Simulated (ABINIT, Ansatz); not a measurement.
An input for ABINIT 10.8.3 (MgO (Fm-3m)):

```
acell 3*1.0 Angstrom
rprim 
  -0.000000000000 2.097001392700 2.097001392700
  2.097001392700 -0.000000000000 2.097001392700
  2.097001392700 2.097001392700 -0.000000000000
ntypat 2
znucl 12 8
natom 2
typat 1 2
xred 
  0.000000000000 0.000000000000 0.000000000000
  0.500000000000 0.500000000000 0.500000000000
pp_dirpath "pseudos"
pseudos "Mg.upf, O.upf"
ecut 38
ngkpt 8 8 8
nshiftk 1
shiftk 0 0 0
kptopt 1
chksymbreak 0
istwfk *1
occopt 1
irdwfk 1
optdriver 3
nband 144
ecuteps 10.4
inclvkb 2
awtr 1
symchi 1
gwcalctyp 2
nfreqre 16
freqremax 40 eV
nfreqim 8
spmeth 1
nomegasf 120
indata_prefix "in"
outdata_prefix "out"
tmpdata_prefix "tmp"
```

```sh
OMP_NUM_THREADS=1 mpirun -n 4 abinit run.abi > log
```

Estimate wall time and host memory on 4 MPI ranks of Arm Neoverse V1, shared host.

It took 16 min; on shared hardware allow 8.1 min to 32 min. Peak host memory was 1.8 GiB.

[Paths, hosts, dates, memory and timing lines, banners, echoed tables and standing remarks are left out of the program output.]

[Logs are printed without paths, hosts, clocks, repeated set-up lines and the standing remarks that a program may print on its own settings, such as how far it seeks lower states.]

[Runs of the session that timed out or met a known fault of the program may be left out.]

[Hosts, paths, dates, database ids (printed as entryN), source tags and the programs' standing remarks are cut or masked in the printed files.]

[G0W0 gaps are taken among the corrected bands and points alone; a level outside them can change the order at an edge.]

[Where Ansatz stands beside ABINIT at settings called matched, ABINIT's density can come from a denser mesh and the files from another edition; pairs whose starting gaps differed by over 0.03 eV were left out, so agreement reads better than it is.]
